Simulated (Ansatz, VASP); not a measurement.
# One calculation of Si, two programs

```
Si
1.0
     0.00000    2.71356    2.71356
     2.71356    0.00000    2.71356
     2.71356    2.71356    0.00000
Si
2
Direct
  0.75000 0.75000 0.75000
  0.48157 0.51843 0.48157
```

Alike in both runs: task single point; functional PBEsol; k mesh 6 × 6 × 6; occupations fermi-dirac, width 0.02 eV; no spin polarisation.

|  | VASP | Ansatz |
| --- | --- | --- |
| version | VASP 6.6.1 | Ansatz 0.2.0 |
| potentials or method | VASP PAW PBE potentials, release 64 (Si) | plane waves, PAW |
| plane-wave cutoff (eV) | 520 | 470 |
| valence electrons in the cell | 8 | 8 |

```csv
,VASP,Ansatz,Ansatz less VASP
rms of the force components (eV/Å),0.739,0.738,-0.0009
```

Atom by atom the forces differ by 0.001 eV/Å (rms over components). The functional is the same, so the differences come from potentials, cutoffs and numerics.

Caveats: the PAW data sets were made with another functional, which shifts forces and pressure a little (VASP).
